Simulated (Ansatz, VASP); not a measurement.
**BaS: VASP beside Ansatz**

```
Ba S
1.0
     0.00000    3.12855    3.12855
     3.12855    0.00000    3.12855
     3.12855    3.12855    0.00000
Ba S
1 1
Direct
  0.00000 0.00000 0.00000
  0.50000 0.50000 0.50000
```

Change from the starting cell: volume scaled by 0.94.

Alike in both runs: task single point; functional PBE; k mesh 7 × 7 × 7; occupations fermi-dirac, width 0.05 eV; no spin polarisation.

```csv
,VASP,Ansatz
version,VASP 6.6.1,Ansatz 0.2.0
potentials or method,"VASP PAW PBE potentials, release 64 (Ba_sv, S)",Ansatz PAW
plane-wave cutoff (eV),520,420
valence electrons in the cell,16,16
```

|  | VASP | Ansatz | Ansatz less VASP |
| --- | --- | --- | --- |
| gap on the k mesh at the Fermi level (eV) | 2.05 | 2.16 | +0.112 |
| least direct gap on the mesh (eV) | 2.17 | 2.24 | +0.074 |
| pressure (GPa) | 4.8 | 4.1 | -0.75 |

The functional is the same, so the differences come from potentials, cutoffs and numerics.

Caveats: spin-orbit coupling is left out, which moves the levels of the heavy elements; an odd mesh through Γ misses points on the zone boundary, where band edges often lie (VASP); odd divisions of the mesh miss points on the zone boundary, where band edges often lie, so the gap on the mesh can be too wide (Ansatz).
